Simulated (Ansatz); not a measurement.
**Field gradients against strain in SrTiO3**

```
CELL_PARAMETERS angstrom
3.90500 0.00000 0.00000
0.00000 3.90500 0.00000
0.00000 0.00000 3.90500
ATOMIC_POSITIONS crystal
Sr 0.00000 0.00000 0.00000
Ti 0.50000 0.50000 0.50000
O 0.00000 0.50000 0.50000
O 0.50000 0.00000 0.50000
O 0.50000 0.50000 0.00000
```

Atom numbers follow the list: Sr1, Ti2, O3, O4, O5.

The cell is COD entry 7212245, as deposited and not checked against the literature; nothing was relaxed.

These are results of DFT, PBE, all-electron PAW with datasets made for the crystal, scalar-relativistic (Ansatz 0.2.0), not measurements.

Settings: a Γ-centred 7×7×7 k mesh, Fermi–Dirac smearing of 0.05 eV, cutoff 540 eV (chosen by the program for this cell), no spin polarisation.

The strain is applied along the Cartesian axes of the cell as listed (γ is the engineering shear, twice εxy = εyz = εzx). Fractional coordinates are held (clamped ions).

The columns are Cartesian components of the electric field gradient at the nuclei, in 10²¹ V/m².

Spin–orbit coupling is left out, which moves gradients at and beside heavy atoms by some per cent and at worst by a factor of two.

Only quantities that a quadratic follows smoothly over the whole series are listed; rougher ones are left out.

```tsv
γ	Vxy at Sr1	Vxy at Ti2	Vxy at O3
-0.0300	-0.81	0.64	-0.42
-0.0200	-0.56	0.43	-0.28
-0.0100	-0.29	0.21	-0.14
0.0000	0.00	0.00	0.00
0.0100	0.31	-0.21	0.14
0.0300	0.97	-0.63	0.43
```

**Question.** Fit the series and give the gradient–strain slopes.

**Answer.** Least-squares fits y = p0 + p1 x + p2 x² to the rows give Vxy at Sr1: p1 = 29.7, p2 = 88; Vxy at Ti2: p1 = -21.2, p2 = 6; Vxy at O3: p1 = 14.1, p2 = 6. The slopes p1 are in 10²¹ V/m² per unit strain, for clamped ions.

**Question.** One run, at γ = 0.0200, is withheld. Predict its row.

**Answer.** The fits give 0.63, -0.42, 0.29; the run gave 0.63, -0.42, 0.29.
